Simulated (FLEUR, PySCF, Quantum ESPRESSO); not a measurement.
SnTe: 3 runs at one level of theory

```
CELL_PARAMETERS angstrom
0.00000 3.15085 3.15085
3.15085 0.00000 3.15085
3.15085 3.15085 0.00000
ATOMIC_POSITIONS crystal
Te 0.50000 0.50000 0.50000
Sn 0.00000 0.00000 0.00000
```

Alike in all runs: task equation of state; functional PBEsol; k mesh 7 × 7 × 7; occupations fermi-dirac, width 0.05 eV; no spin polarisation; no spin-orbit coupling.

```
                                 program and potentials  plane-wave cutoff (eV)                                  notes  equilibrium volume (Å³/atom)  bulk modulus (GPa)
                             FLEUR, all-electron, FLAPW                       -                                      -                         31.04                46.8
PySCF, DZVP-MOLOPT-SR/GTH-PBE (potentials made for PBE)                       -  atomic basis; potentials made for PBE                         32.54                44.1
  Quantum ESPRESSO, PseudoDojo 0.4.1 SR PBEsol standard                    1088                                      -                         31.07                47.0
```

The equilibrium volume spans 31.04 (FLEUR, all-electron, FLAPW) to 32.54 Å³/atom (PySCF, DZVP-MOLOPT-SR/GTH-PBE (potentials made for PBE)), with all-electron results at 31.04. The bulk modulus spans 44.1 (PySCF, DZVP-MOLOPT-SR/GTH-PBE (potentials made for PBE)) to 47.0 GPa (Quantum ESPRESSO, PseudoDojo 0.4.1 SR PBEsol standard), with all-electron results at 46.8. Rows in atomic bases carry the error of their basis and grid, which can be large.

Differences between rows come from potentials, basis sets and numerical settings, since the functional is the same but for its coding. Runs on potential files found faulty are left out.
